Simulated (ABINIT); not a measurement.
Ge:

```
Ge
1.0
     3.99759    0.00000    0.00000
    -1.99879    3.46201    0.00000
     0.00000    0.00000    6.59938
Ge
4
Cartesian
  0.0000 2.3080 6.1843
  1.9988 1.1540 2.8846
  0.0000 2.3080 3.7148
  1.9988 1.1540 0.4151
```

This isn't the form of Ge at room conditions, which is diamond.

Program: ABINIT 10.8.3 (patched build). Alike in all runs: task single point; potentials or basis Ansatz PAW PBE default generated set, frozen core; no spin polarisation; cell as given; k mesh 8 × 8 × 4; cutoff (eV) 490; smearing fermi-dirac 0.05 eV.

Problem. Order these runs on this cell by their pressure, lowest first.
A. level BLYP
B. level LDA
C. level PBE
D. level SCAN
E. level RPBE

Solution. B (-1.9 GPa), D (-0.3 GPa), C (2.9 GPa), E (4.7 GPa), A (6.6 GPa).

Caveats: the atomic spheres overlap; the PAW data sets were made with another functional, which shifts forces and pressure a little (some runs).
